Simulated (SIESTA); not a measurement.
Runs of SIESTA 5.4.2 on Hf. Symmetry: Im-3m, No. 229, cubic system. The conventional cell has a = 3.610 Å, b = 3.610 Å, c = 3.610 Å, α = 90.00°, β = 90.00°, γ = 90.00°. Around Hf (site symmetry m-3m) lie 8 Hf at 3.13 Å. This isn't the form of Hf at room conditions, which is hcp.

```csv
level,potentials or basis,gap on the mesh (eV),pressure (GPa),relaxed volume (Å³/atom)
PW91,"PseudoDojo 0.4 standard (PBE files), DZP (energy shift 0.003 Ry; two zetas on semicore shells)",none,-0.1,22.50
LDA,"PseudoDojo 0.4 standard (LDA files), DZP (energy shift 0.003 Ry; two zetas on semicore shells)",none,0.1,20.76
WC,"PseudoDojo 0.4 standard (PBEsol files), DZP (energy shift 0.003 Ry; two zetas on semicore shells)",none,0.1,21.72
PBEsol,"PseudoDojo 0.4 standard (PBEsol files), DZP (energy shift 0.003 Ry; two zetas on semicore shells)",none,0.1,21.72
BLYP,"PseudoDojo 0.4 standard (PBE files), DZP (energy shift 0.003 Ry; two zetas on semicore shells)",none,0.0,(a)
```

Alike in all rows: task relaxation of cell and atoms; no spin polarisation; cell relaxed; k mesh 7 × 7 × 7; smearing fermi-dirac 0.05 eV; grid cutoff 800 Ry; energy shift 0.003 Ry.

Problem. Estimate the missing entries.

Solution. (a) 23.08.

Caveats: short orbitals over semicore shells can move pressures by several GPa; the basis of atomic orbitals isn't converged, which shifts pressures, moduli and gaps; the potentials were made for another functional, which shifts forces and pressure (some runs).

A k mesh can miss the band edges, and the runs leave out spin-orbit coupling on Hf.

A gap of «none» marks a metal or a gap under the smearing width.

Runs at the PBE level aren't shown here.
